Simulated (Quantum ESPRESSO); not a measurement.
Crystal: PtSe2.

```
Pt Se
1.0
     3.72400    0.00000    0.00000
    -1.86200    3.22508    0.00000
     0.00000    0.00000    5.06200
Pt Se
1 2
Cartesian
  0.0000 0.0000 0.0000
  0.0000 2.1501 1.2655
  1.8620 1.0750 3.7965
```

Base run:

| Property | Result |
| --- | --- |
| Program | Quantum ESPRESSO 7.5 |
| Functional | PBE |
| Potentials or basis | GBRV 1.5 PBE |
| Cutoff | 612 eV |
| Density cutoff | 4898 eV |
| k mesh | 6 × 6 × 4 |
| Occupations | gaussian, width 0.05 eV |
| Spin | collinear spin, ferromagnetic start |
| Starting moments | [4.0, 0.0, 0.0] μB |

Its results: band gap on the k mesh none (metal or under the smearing width); pressure 7.1 GPa; net moment 0.00 μB per cell; largest force 0.548 eV/Å.

Question: The run is repeated on the same cell with these changes: hubbard terms from none to Pt d U = 8 eV. What comes out?

Answer: Band gap on the k mesh none (metal or under the smearing width); pressure 7.5 GPa; net moment 0.00 μB per cell; largest force 0.802 eV/Å.
